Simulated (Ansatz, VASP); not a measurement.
GaP: VASP beside Ansatz

INCAR

```
SYSTEM = GaP
PREC     = Accurate       ! precision mode
ENCUT    = 520            ! plane-wave cutoff, eV
EDIFF    = 1E-6           ! SCF threshold, eV
ISMEAR   = 0              ! smearing method
SIGMA    = 0.05           ! smearing width, eV
LREAL    = .False.        ! projectors in reciprocal space
LASPH    = .True.         ! aspherical terms in the spheres
NELM     = 100            ! most SCF steps
ALGO     = Normal         ! electronic algorithm
ISIF     = 2              ! what is computed and relaxed
LWAVE    = .False.        ! write WAVECAR
LCHARG   = .False.        ! write CHGCAR
GGA      = PE             ! functional
NBANDS   = 16             ! bands
```

KPOINTS

```
regular mesh
0
Gamma
  8 8 8
  0 0 0
```

File POSCAR:

```
GaP
1.0
    0.0000000000      2.6837233921      2.8213502327
    2.6837233921      0.0000000000      2.8213502327
    2.6837233921      2.6837233921      0.0000000000
Ga P
1 1
Direct
    0.0000000000      0.0000000000      0.0000000000
    0.7500000000      0.7500000000      0.7500000000
```

Input for Ansatz:

```yaml
crystal:
  lattice:
    - [0.0, 2.6837233921, 2.8213502327]
    - [2.6837233921, 0.0, 2.8213502327]
    - [2.6837233921, 2.6837233921, 0.0]
  atoms:
    - { symbol: Ga, position: [0.0, 0.0, 0.0] }
    - { symbol: P, position: [0.75, 0.75, 0.75] }
basis:
  ecutwfc: 420
kpoints:
  mp_grid: { grid: [8, 8, 8] }
hamiltonian:
  xc: pbe
scf:
  occupations: { method: gaussian, width: 0.05 }
output:
  forces: true
  stress: true
  eigenvalues: true
```

Change from the starting cell: strain -0.025 along x and y, +0.025 along z, atoms carried along.

Alike in both runs: task single point; functional PBE; k mesh 8 × 8 × 8; occupations gaussian, width 0.05 eV; no spin polarisation.

```csv
,VASP,Ansatz
version,VASP 6.6.1,Ansatz 0.2.0
potentials or method,"VASP PAW PBE potentials, release 64 (Ga_d, P)","scalar-relativistic, plane waves, PAW"
plane-wave cutoff (eV),520,420
valence electrons in the cell,18,18
```

```tsv
	VASP	Ansatz	Ansatz less VASP
gap on the k mesh at the Fermi level (eV)	1.40	1.40	+0.001
least direct gap on the mesh (eV)	1.67	1.67	+0.002
pressure (GPa)	2.0	2.1	+0.08
largest component of the traceless stress (GPa)	2.68	2.67	-0.006
```

The functional is the same, so the differences come from potentials, cutoffs and numerics.

A k mesh can miss the band edges.
